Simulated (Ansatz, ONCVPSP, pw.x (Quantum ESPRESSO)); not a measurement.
**phosphorus: one change to the ONCV potential, in the atom and in the fcc crystal**

* Element: phosphorus
* Generator: ONCVPSP 4.0.1.1 (patched build)
* Type: optimised norm-conserving Vanderbilt (ONCV)
* Functional: PBE
* Relativity: scalar-relativistic
* Frozen core: [Ne]
* Valence charge: 5
* Reference configuration: 3s2 3p3
* Partial waves: 3s: rc 1.75 bohr, ncon 4, nbas 7, qcut 4.6 1/bohr, 1 projector; 3p: rc 1.40 bohr, ncon 4, nbas 9, qcut 4.9 1/bohr, 1 projector; d scattering state at 0.03 Ha: rc 1.50 bohr, ncon 5, nbas 9, qcut 7.5 1/bohr, 2 projectors, debl 3.6 Ha
* Local potential: polynomial inside 1.40 bohr (lpopt 1, dvloc0 0 Ha)
* Core correction: Teter function, fcfact 2.5, rcfact 1.6

Change: local potential polynomial inside 0.90 bohr (lpopt 5, dvloc0 0 Ha).

Cutoffs, loose and tight: the cutoffs (Ha) at which the residual kinetic energy of the hardest occupied pseudo-wave falls to 1 and 0.1 mHa per electron. They do not see the model core or the augmentation charge, which bear on the density cutoff. Test errors are all-electron minus pseudo excitation energies from the reference, over the configurations 3s2 3p2; 3s2 3p1; 3s2 3p0; 3s1 3p4; variants that change the core or the reference have their own tests.

Crystal test: fcc P in pw.x 7.5, no spin, 14³ k-points, Fermi–Dirac smearing 0.01 Ry, cutoffs set for each file from its atomic test. The reference is all-electron LAPW (Ansatz 0.2.0) with the same functional, mesh and smearing; V0 and B0 come from Birch–Murnaghan fits to the pressures at five volumes. Errors are pseudo minus all-electron; Δ is the rms difference of the E(V) curves that follow from these fits, minima aligned, over ±6 % about the mean V0. Mesh and smearing are coarse, so the numbers serve the comparison and aren't converged zero-temperature values; the lattice is a test structure that the element need not adopt.

All-electron: a0 = 3.878 Å (V0 = 14.58 Å³/atom), B0 = 88.9 GPa.

Q: Does the change bring the crystal closer to the all-electron result?

A: The mean pressure error goes from -0.76 to -1.98 GPa, so the change moves the solid further from the all-electron pressures.

```
                       quantity       base    changed
                 outcome (atom)  generated  generated
           cutoff, loose (atom)     9.5 Ha     9.5 Ha
           cutoff, tight (atom)      26 Ha      26 Ha
            bound ghosts (atom)       none          s
largest test error (meV) (atom)        +30       +222
           cutoffs in pw.x (Ry)     60/240     60/240
                         a0 (Å)      3.866      3.848
                   a0 error (%)      -0.30      -0.76
                   B0 error (%)       +0.2       +2.6
                   Δ (meV/atom)        2.6        6.5
      mean pressure error (GPa)      -0.76      -1.98
```

Base: The cutoffs count occupied waves only; projector 2 of the d channel, the hardest unoccupied one, needs 35 Ha at the loose tolerance. Changed file: This is a poor potential for the solid. Note: ghosts flagged at negative energy: s at -0.69 eV; no localised positive-energy state flagged. A true bound ghost makes a file unfit for plane-wave use. The cutoffs count occupied waves only; projector 2 of the d channel, the hardest unoccupied one, needs 35 Ha at the loose tolerance.
